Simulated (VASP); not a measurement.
In:

```xyz
1
Lattice="-1.6947 1.6947 2.2974 1.6947 -1.6947 2.2974 1.6947 1.6947 -2.2974" Properties=species:S:1:pos:R:3 pbc="T T T"
In    0.0000    0.0000    0.0000
```

| Item | Value |
| --- | --- |
| Program | VASP 6.6.1 |
| Task | relaxation of cell and atoms |
| Functional | PBEsol |
| Potentials or basis | VASP PAW PBE potentials, release 64 (In_d) |
| Cutoff | 600 eV |
| k mesh | 6 × 6 × 6 |
| Occupations | gaussian, width 0.1 eV |
| Spin | no spin polarisation |

At the start: pressure -2.2 GPa; volume 26.39 Å³/atom.

Q: Where does the relaxation end?

A: Over 5 steps the energy falls by 9.5 meV/atom and the volume is 25.10 Å³/atom (-4.9 %); space group I4/mmm (No. 139, to 0.05 Å).

Step by step:
```tsv
step	energy change (eV)	largest force (eV/Å)	pressure (GPa)	volume (Å³)
1	0.0000	0.0000	-2.23	26.39
2	-0.0094	0.0000	0.20	25.02
3	-0.0095	0.0000	-0.02	25.11
4	-0.0095	0.0000	0.03	25.08
5	-0.0095	0.0000	0.00	25.10
```

Final structure:
```
CELL_PARAMETERS angstrom
-1.66796 1.66796 2.25546
1.66796 -1.66796 2.25546
1.66796 1.66796 -2.25546
ATOMIC_POSITIONS crystal
In 0.00000 0.00000 0.00000
```

Caveat: the k mesh is coarse (spacing up to 0.44 Å⁻¹), so the values aren't converged; the PAW data sets were made with another functional, which shifts forces and pressure a little.
